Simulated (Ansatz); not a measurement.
# LiCl: band gap under strain

Aim: follow the gap of LiCl (rocksalt) through these states: -4.0 % equal strain in all directions; +3.0 % equal strain in all directions; +3.0 % biaxial strain in the (111) plane, free along [111]. The table at the end shows which levels were run.

The runs shown are made with Ansatz 0.2.0. PAW datasets, plane waves. Computed at 0 K without zero-point motion; spin polarisation is off.

### 1 The cell

The unstrained cell was relaxed with r2SCAN; in each strained cell the atoms were relaxed again with r2SCAN. Names of k-points are those of the unstrained zone, where strain can split equivalent points. First state: -4.0 % equal strain in all directions.

The symmetry is Fm-3m (No. 225, cubic); conventional cell a = 4.908 Å, 14.77 Å³ an atom. Near Li stand 6 Cl at 2.45 Å; near Cl stand 6 Li at 2.45 Å.

Coordinates:

```
CELL_PARAMETERS angstrom
0.00000 2.45380 2.45380
2.45380 0.00000 2.45380
2.45380 2.45380 0.00000
ATOMIC_POSITIONS crystal
Li 0.00000 0.00000 0.00000
Cl 0.50000 0.50000 0.50000
```

From earlier runs on the unstrained cell: PBE 6.38 eV, r2SCAN 7.29 eV, HSE06 7.79 eV, G0W0 8.87 eV (on its mesh); a = 5.112 Å.

### 2 -4.0 % equal strain in all directions: PBE

input.yaml

```yaml
crystal:
  lattice:
    - [0.0, 2.4537955149, 2.4537955149]
    - [2.4537955149, 0.0, 2.4537955149]
    - [2.4537955149, 2.4537955149, 0.0]
  atoms:
    - { symbol: Li, position: [0.0, 0.0, 0.0] }
    - { symbol: Cl, position: [0.5, 0.5, 0.5] }
kpoints:
  mp_grid: { grid: [8, 8, 8] }
  band_path:
    path:
      - [0.0, 0.0, 0.0]
      - [0.5, 0.0, 0.5]
      - [0.625, 0.25, 0.625]
      - [0.375, 0.375, 0.75]
      - [0.5, 0.5, 0.5]
      - [0.5, 0.25, 0.75]
      - [0.075, 0.075, 0.15]
    npoints: 1
hamiltonian:
  xc: pbe
scf:
  occupations: { method: fermi_dirac, width: 0.02 }
  n_extra_bands: 4
output:
  forces: true
  stress: true
  eigenvalues: true
```

Further steps of the session: -4.0 % equal strain in all directions: r2SCAN; -4.0 % equal strain in all directions: HSE06; -4.0 % equal strain in all directions: G0W0@PBE; +3.0 % equal strain in all directions: PBE; +3.0 % equal strain in all directions: r2SCAN; +3.0 % equal strain in all directions: HSE06; +3.0 % equal strain in all directions: G0W0@PBE; +3.0 % biaxial strain in the (111) plane, free along [111]: PBE; +3.0 % biaxial strain in the (111) plane, free along [111]: r2SCAN; +3.0 % biaxial strain in the (111) plane, free along [111]: HSE06; +3.0 % biaxial strain in the (111) plane, free along [111]: G0W0@PBE.

Q: Predict the outcome of this session.

The runs gave:

Least gap in eV (negative: overlap), with the change from the unstrained cell in brackets. G0W0 is on its own coarse mesh.

```
                                                     state  volume change (%)           PBE        r2SCAN         HSE06          G0W0
                     -4.0 % equal strain in all directions              -11.5  6.86 (+0.48)  7.66 (+0.37)  8.25 (+0.46)  9.37 (+0.50)
                     +3.0 % equal strain in all directions               +9.3  5.90 (-0.48)  6.77 (-0.52)  7.27 (-0.52)  8.40 (-0.47)
+3.0 % biaxial strain in the (111) plane, free along [111]               +4.6  5.96 (-0.42)  6.84 (-0.45)  7.34 (-0.45)  8.44 (-0.43)
```

**Reading.** With HSE06, of the states in the table +3.0 % equal strain in all directions shifts the gap most, by -0.511 eV. PBE and HSE06 differ by 1.40 eV on the unstrained gap, and by at most 0.03 eV on its change: the two disagree on the size of the gap but agree on its response to strain. G0W0 values are finite-basis, finite-mesh values.
